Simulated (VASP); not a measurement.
# KBr (Fm-3m) in VASP: notebook

The runs below take KBr through single point, relaxation of cell and atoms, with PBE.

Everything below comes from runs of VASP 6.6.1. Logs are shortened: lines on timing, memory, paths and dates and some standing lists are left out, and cuts for length are marked.

### 1 Starting point

Symmetry: Fm-3m, No. 225, cubic system. Conventional cell: a = 6.701 Å, b = 6.701 Å, c = 6.701 Å, α = 90.00°, β = 90.00°, γ = 90.00°. K (site symmetry m-3m) is surrounded by 6 Br at 3.35 Å. Around Br (site symmetry m-3m) lie 6 K at 3.35 Å.

### 2 Single point, PBE

The input, INCAR:

```
  ALGO = Normal
  EDIFF = 1E-7
  ENCUT = 520
  GGA = PE
  ISIF = 2
  ISMEAR = 0
  LASPH = True
  LCHARG = False
  LREAL = False
  LWAVE = False
  NBANDS = 15
  NELM = 100
  PREC = Accurate
  SIGMA = 0.02
```

The input, KPOINTS:

```
k-points
0
Gamma
  6 6 6
```

The input, POSCAR:

```
KBr
1.0
    0.0000000000      3.3504481918      3.3504481918
    3.3504481918      0.0000000000      3.3504481918
    3.3504481918      3.3504481918      0.0000000000
K Br
1 1
Direct
    0.0000000000      0.0000000000      0.0000000000
    0.5000000000      0.5000000000      0.5000000000
```

Potentials or basis: VASP PAW PBE potentials, release 64 (K_sv, Br).

Run with:

```sh
$ cat potpaw_PBE.64/K_sv/POTCAR potpaw_PBE.64/Br/POTCAR > POTCAR
$ mpirun -np 1 vasp_std > vasp.out
```

OUTCAR:

```text
EDIFF = 1E-7
   ENCUT = 520
   GGA = PE
   ISIF = 2
   ISMEAR = 0
   LASPH = True
   LREAL = False
   NELM = 100
   PREC = Accurate

 ion  position               nearest neighbor table
   1  0.000  0.000  0.000-
   2  0.500  0.500  0.500-

  LATTYP: Found a face centered cubic cell.
 ALAT       =     6.7008963836

  Lattice vectors:

 A1 = (   0.0000000000,   3.3504481918,   3.3504481918)
 A2 = (   3.3504481918,   0.0000000000,   3.3504481918)
 A3 = (   3.3504481918,   3.3504481918,   0.0000000000)

Analysis of symmetry for initial positions (statically):
=====================================================================
 Subroutine PRICEL returns:
 Original cell was already a primitive cell.

 Routine SETGRP: Setting up the symmetry group for a
 face centered cubic supercell.

 Subroutine GETGRP returns: Found 48 space group operations
 (whereof 48 operations were pure point group operations)
 out of a pool of 48 trial point group operations.

The static configuration has the point symmetry O_h .

Analysis of symmetry for dynamics (positions and initial velocities):
=====================================================================
 Subroutine PRICEL returns:
 Original cell was already a primitive cell.

 Routine SETGRP: Setting up the symmetry group for a
 face centered cubic supercell.

 Subroutine GETGRP returns: Found 48 space group operations
 (whereof 48 operations were pure point group operations)
 out of a pool of 48 trial point group operations.

The dynamic configuration has the point symmetry O_h .

 Subroutine INISYM returns: Found 48 space group operations
 (whereof 48 operations are pure point group operations),
 and found     1 'primitive' translations

----------------------------------------------------------------------------------------

                                     Primitive cell

  volume of cell :      75.2209

  direct lattice vectors                    reciprocal lattice vectors
     0.000000000  3.350448192  3.350448192    -0.149233766  0.149233766  0.149233766
     3.350448192  0.000000000  3.350448192     0.149233766 -0.149233766  0.149233766
     3.350448192  3.350448192  0.000000000     0.149233766  0.149233766 -0.149233766

  length of vectors
     4.738249273  4.738249273  4.738249273     0.258480464  0.258480464  0.258480464

  position of ions in fractional coordinates (direct lattice)
     0.000000000  0.000000000  0.000000000
     0.500000000  0.500000000  0.500000000

[... 76 lines left out ...]
   TEBEG  =    0.0;   TEEND  =   0.0 temperature during run
   PSTRESS=    0.0 pullay stress
   NELECT =      16.0000    total number of electrons
   NUPDOWN=      -1.0000    fix difference up-down
   EMIN   =  10.00;   EMAX   =-10.00  energy-range for DOS
   EFERMI =   0.00;   METHOD = LEGACY
   ISMEAR =     0;   SIGMA  =   0.02  broadening in eV -4-tet -1-fermi 0-gaus
   EFERMI_NEDOS =   21; number of points for ismear=-14 and -15
   IALGO  =     38    algorithm
   IMIX   =      4    mixing-type and parameters
     AMIX     =   0.40;   BMIX     =  1.00
     AMIX_MAG =   1.60;   BMIX_MAG =  1.00
  volume/ion in A,a.u.               =      37.61       253.81
  Fermi-wavevector in a.u.,A,eV,Ry     =   0.977242  1.846719 12.993578  0.955001
  Thomas-Fermi vector in A             =   2.107924
   LORBIT       =      0    0 simple, 1 ext, 2 COOP (PROOUT), +10 PAW based schemes
   GGA     = PE    functional components
   LHFCALC =     F    Hartree Fock is set to
   AEXX    =    0.0000 exact exchange contribution
   IVDW    =     0    specifies the selected vdW correction
   LEPSILON=     F    determine dielectric tensor
   LRPA    =     F    only Hartree local field effects (RPA)
 non-spin polarized calculation
 Gauss-broadening in eV      SIGMA  =   0.02
  energy-cutoff  :      520.00
  volume of cell :       75.22
 maximum number of plane-waves:      2085
   NGX = 17   NGY = 17   NGZ = 17

 number of electron      16.0000000 magnetization

 Free energy of the ion-electron system (eV)
  ---------------------------------------------------
  ext. energy  EPLUGINS =         0.00000000
  ---------------------------------------------------
  free energy    TOTEN  =        -6.22355961 eV

  energy without entropy =       -6.22355961  energy(sigma->0) =       -6.22355961

 E-fermi :  -1.7978     XC(G=0):  -7.1905

 val. band max:       -1.9148451168   @ k =   0.0000   0.0000   0.0000
 cond. band min:       2.4000828709   @ k =   0.0000   0.0000   0.0000
 fundamental gap:      4.3149279877
 Fermi energy:        -1.7977936088

 k-point     1 :       0.0000    0.0000    0.0000
  band No.  band energies     occupation
      1     -29.7960      2.00000
      2     -14.1540      2.00000
      3     -13.2698      2.00000
      4     -13.2698      2.00000
      5     -13.2698      2.00000
      6      -1.9148      2.00000
      7      -1.9148      2.00000
      8      -1.9148      2.00000
      9       2.4001      0.00000
     10       5.6757      0.00000
     11       5.6757      0.00000
     12       5.6757      0.00000
     13       6.4709      0.00000
     14       6.4709      0.00000
[... 257 lines left out ...]
      2     -14.1379      2.00000
      3     -13.3329      2.00000
      4     -13.3105      2.00000
      5     -13.2081      2.00000
      6      -2.5796      2.00000
      7      -2.3526      2.00000
      8      -2.3352      2.00000
      9       4.6787      0.00000
     10       5.8216      0.00000
     11       6.2604      0.00000
     12       7.1486      0.00000
     13       7.9520      0.00000
     14       8.7234      0.00000
     15       9.1766      0.00000

------------------------ aborting loop because EDIFF is reached ----------------------------------------

  FORCE on cell =-STRESS in cart. coord.  units (eV):
  Direction    XX          YY          ZZ          XY          YZ          ZX
  --------------------------------------------------------------------------------------
  -------------------------------------------------------------------------------------
  Total        0.0259356      0.0259356      0.0259356      0.0000000     -0.0000000      0.0000000
  in kB        0.5524186      0.5524186      0.5524186      0.0000000     -0.0000000      0.0000000
  external PRESSURE =       0.5524186 kB  Pullay stress =       0.0000000 kB

 VOLUME and BASIS-vectors are now :
 -----------------------------------------------------------------------------
  energy-cutoff  :      520.00
  volume of cell :       75.22
      direct lattice vectors                 reciprocal lattice vectors
     0.000000000  3.350448192  3.350448192    -0.149233766  0.149233766  0.149233766
     3.350448192  0.000000000  3.350448192     0.149233766 -0.149233766  0.149233766
     3.350448192  3.350448192  0.000000000     0.149233766  0.149233766 -0.149233766

 POSITION                                       TOTAL-FORCE (eV/Angst)
 -----------------------------------------------------------------------------------
      0.00000      0.00000      0.00000        -0.000000     -0.000000     -0.000000
      3.35045      3.35045      3.35045         0.000000      0.000000      0.000000
 -----------------------------------------------------------------------------------
    total drift:                                0.000000      0.000000      0.000000

  FREE ENERGIE OF THE ION-ELECTRON SYSTEM (eV)
  ---------------------------------------------------
  free  energy   TOTEN  =        -6.2235596099 eV

  energy  without entropy=       -6.2235596099  energy(sigma->0) =       -6.22355961
```

Wall time 22 s (1 thread of Intel Xeon Platinum 8488C (Sapphire Rapids), shared host); peak memory 0.2 GiB.

Results:

* Free energy: -6.2236 eV
* Pressure: 0.1 GPa
* Band gap on the k mesh: 4.31 eV, direct

### 3 Relaxation of cell and atoms, PBE

This run uses another cell than the first one, of 35.94 Å³/atom, 0.956 times its volume.

The input, INCAR:

```
SYSTEM = KBr
  PREC = Accurate
  ENCUT = 600
  EDIFF = 1E-7
  ISMEAR = 0
  SIGMA = 0.02
  LREAL = .False.
  LASPH = .True.
  NELM = 80
  ALGO = Normal
  ISIF = 3
  LWAVE = .False.
  LCHARG = .False.
  GGA = PE
  IBRION = 2
  NSW = 100
  EDIFFG = -0.005
```

The input, KPOINTS:

```
regular mesh
0
Gamma
  6 6 6
  0 0 0
```

The input, POSCAR:

```
KBr
1.0
    0.0000000000      3.3000000000      3.3000000000
    3.3000000000      0.0000000000      3.3000000000
    3.3000000000      3.3000000000      0.0000000000
K Br
1 1
Direct
    0.0000000000      0.0000000000      0.0000000000
    0.5000000000      0.5000000000      0.5000000000
```

Potentials or basis: VASP PAW PBE potentials, release 64 (K_sv, Br).

Run with:

```sh
$ cat potpaw_PBE.64/K_sv/POTCAR potpaw_PBE.64/Br/POTCAR > POTCAR
$ mpirun -np 1 vasp_std > vasp.out
```

Wall time 86 s (1 thread of Intel Xeon Platinum 8488C (Sapphire Rapids), shared host); peak memory 0.25 GiB.

The run converged. Its results:

* Free energy: -6.2236 eV
* Relaxed volume: 37.79 Å³/atom
* Relaxed cell: a = 4.746 Å, b = 4.746 Å, c = 4.746 Å, α = 60.00°, β = 60.00°, γ = 60.00°
* Space group after relaxing (to 0.05 Å): Fm-3m (No. 225)
* Energy gained by relaxing: 4.2 meV/atom
* Ionic steps: 4
* Pressure after relaxing: 0.0 GPa
* Band gap on the k mesh: 4.30 eV, direct

Step by step:
| step | energy change (eV) | largest force (eV/Å) | pressure (GPa) | volume (Å³) |
| --- | --- | --- | --- | --- |
| 1 | 0.0000 | 0.0000 | 0.76 | 71.87 |
| 2 | -0.0063 | 0.0000 | 0.37 | 73.67 |
| 3 | -0.0084 | 0.0000 | -0.05 | 75.85 |
| 4 | -0.0084 | 0.0000 | 0.00 | 75.59 |

Final structure:
```cif
data_structure
_symmetry_space_group_name_H-M 'P 1'
_symmetry_Int_Tables_number 1
_cell_length_a 4.7459
_cell_length_b 4.7459
_cell_length_c 4.7459
_cell_angle_alpha 60.000
_cell_angle_beta 60.000
_cell_angle_gamma 60.000
_cell_volume 75.59
loop_
_atom_site_label
_atom_site_type_symbol
_atom_site_fract_x
_atom_site_fract_y
_atom_site_fract_z
_atom_site_occupancy
K1 K 0.00000 0.00000 0.00000 1
Br1 Br 0.50000 0.50000 0.50000 1
```

Levels at points of the mesh, in eV from the valence-band top:
```
           k point  band 6  band 7  band 8  band 9  band 10  band 11
(0.00, 0.00, 0.00)    0.00    0.00    0.00    4.30     7.59     7.59
(0.50, 0.00, 0.00)   -1.08   -0.29   -0.29    6.48     8.04     9.62
(0.50, 0.50, 0.00)   -0.76   -0.27   -0.27    5.91     7.02     9.23
```

As with any semilocal functional, this PBE gap is likely too small. Zero-point motion and thermal expansion aren't in these numbers.

### 4 Single point, PBE

The input, INCAR:

```
PREC     = Accurate       # precision mode
ENCUT    = 520            # plane-wave cutoff, eV
EDIFF    = 1E-6           # SCF threshold, eV
ISMEAR   = 0              # smearing method
SIGMA    = 0.02           # smearing width, eV
LREAL    = F              # projectors in reciprocal space
LASPH    = T              # aspherical terms in the spheres
NELM     = 60             # most SCF steps
ALGO     = Fast           # electronic algorithm
ISIF     = 2              # what is computed and relaxed
LWAVE    = F              # write WAVECAR
LCHARG   = T              # write CHGCAR
GGA      = PE             # functional
LELF     = T              # ELF
LVHAR    = T            
NBANDS   = 15             # bands
```

The input, KPOINTS:

```
regular mesh
0
Gamma
  6 6 6
```

The input, POSCAR:

```
KBr
1.0
    0.0000000000      3.3504481918      3.3504481918
    3.3504481918      0.0000000000      3.3504481918
    3.3504481918      3.3504481918      0.0000000000
K Br
1 1
Direct
    0.0000000000      0.0000000000      0.0000000000
    0.5000000000      0.5000000000      0.5000000000
```

Run with:

```sh
$ cat potpaw_PBE.64/K_sv/POTCAR potpaw_PBE.64/Br/POTCAR > POTCAR
$ mpirun -np 1 vasp_std > vasp.out
```

Wall time 24 s (1 thread of Intel Xeon Platinum 8488C (Sapphire Rapids), shared host); peak memory 0.2 GiB.

The run converged. Its results:

| Quantity | Value |
| --- | --- |
| Free energy | -6.2236 eV |
| Pressure | 0.1 GPa |
| Band gap on the k mesh | 4.31 eV, direct |

Levels at points of the mesh, in eV from the valence-band top:
```csv
k point,band 5,band 6,band 7,band 8,band 9,band 10,band 11,band 12
"(0.00, 0.00, 0.00)",-11.36,0.00,0.00,0.00,4.31,7.59,7.59,7.59
"(0.50, 0.00, 0.00)",-11.13,-1.09,-0.30,-0.30,6.49,8.06,9.64,9.64
"(0.50, 0.50, 0.00)",-11.38,-0.77,-0.27,-0.27,5.91,7.03,9.26,9.29
```

Expect the measured gap to be larger: semilocal functionals such as PBE lack the derivative discontinuity.

### 5 Single point, PBE

This run uses another cell than the first one, of 36.48 Å³/atom, 0.970 times its volume.

The input, INCAR:

```
ALGO = Fast
EDIFF = 1E-6
ENCUT = 520
GGA = PE
ISIF = 2
ISMEAR = 0
LASPH = True
LCHARG = True
LELF = True
LREAL = False
LVHAR = True
LWAVE = False
NBANDS = 15
NELM = 80
PREC = Accurate
SIGMA = 0.02
```

The input, KPOINTS:

```
k-points
0
Gamma
  6 6 6
```

The input, POSCAR:

```
KBr
1.0
    0.0000000000      3.3166029667      3.3166029667
    3.3166029667      0.0000000000      3.3166029667
    3.3166029667      3.3166029667      0.0000000000
K Br
1 1
Direct
    0.0000000000      0.0000000000      0.0000000000
    0.5000000000      0.5000000000      0.5000000000
```

Run with:

```sh
$ cat potpaw_PBE.64/K_sv/POTCAR potpaw_PBE.64/Br/POTCAR > POTCAR
$ mpirun -np 1 vasp_std > vasp.out
```

Run time: 25 s. Hardware: 1 thread of Intel Xeon Platinum 8488C (Sapphire Rapids), shared host; peak memory 0.2 GiB.

Results (log left out):

- Free energy: -6.2195 eV
- Pressure: 0.5 GPa
- Band gap on the k mesh: 4.39 eV, direct

Levels at points of the mesh, in eV from the valence-band top:
```csv
k point,band 6,band 7,band 8,band 9,band 10,band 11
"(0.00, 0.00, 0.00)",0.00,0.00,0.00,4.39,7.60,7.60
"(0.50, 0.00, 0.00)",-1.15,-0.32,-0.32,6.56,8.18,9.72
"(0.50, 0.50, 0.00)",-0.80,-0.28,-0.28,5.88,7.14,9.34
```

[end of part 1 of 2]
